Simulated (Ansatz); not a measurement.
Crystal: NiO.

```
Ni O
1.0
     0.00000    2.08590    2.08590
     2.08590    0.00000    2.08590
     2.08590    2.08590    0.00000
Ni O
1 1
Direct
  0.00000 0.00000 0.00000
  0.50000 0.50000 0.50000
```

| Quantity | Value |
| --- | --- |
| Program | Ansatz 0.2.0 |
| Task | relaxation of cell and atoms |
| Functional | BLYP |
| Dispersion | D4 |
| Potentials or basis | Ansatz PAW |
| Cutoff | 420 eV (not typed: the program's choice for these potentials) |
| k mesh | 11 × 11 × 11 |
| Occupations | fermi-dirac, width 0.05 eV |
| Spin | collinear spin, ferromagnetic start |
| Starting moments | [1.0, 0.0] μB |

At the start: volume 9.08 Å³/atom.

Problem. How do energy, volume and symmetry change on relaxing?

Solution. It ends after 14 steps and the volume is 9.44 Å³/atom (+4.0 %); space group Fm-3m (No. 225, to 0.05 Å); moment 1.79 μB per cell.

Step by step:
```
step  energy change (eV)  largest force (eV/Å)  volume (Å³)
   1              0.0000                0.0000        18.15
   2             -0.0035                0.0000        18.35
   3             -0.0076                0.0000        18.62
   4             -0.0018                0.0000        20.78
   5             -0.1012                0.0000        19.71
   6             -0.1375                0.0000        19.03
   7             -0.1378                0.0000        19.02
   8             -0.1420                0.0000        18.88
   9             -0.1420                0.0000        18.87
  10             -0.1420                0.0000        18.87
  11             -0.1420                0.0000        18.87
  12             -0.1466                0.0000        18.87
  13             -0.1466                0.0000        18.87
  14             -0.1466                0.0000        18.87
```

Final structure:
```xyz
2
Lattice="0.0000 2.1131 2.1131 2.1131 0.0000 2.1131 2.1131 2.1131 0.0000" Properties=species:S:1:pos:R:3 pbc="T T T"
Ni    0.0000    0.0000    0.0000
O     2.1131    2.1131    2.1131
```

Caveat: the plane-wave basis is chosen anew once the cell has moved, so the energies of steps on either side of that aren't comparable; the pressure holds a Pulay correction of +0.9 GPa for the finite cutoff; a cell with one magnetic atom can't hold antiferromagnetic order, which such compounds often take; the PAW data sets come from PBE, with cores solved anew for the run's functional, which leaves a small shift of forces and pressure.
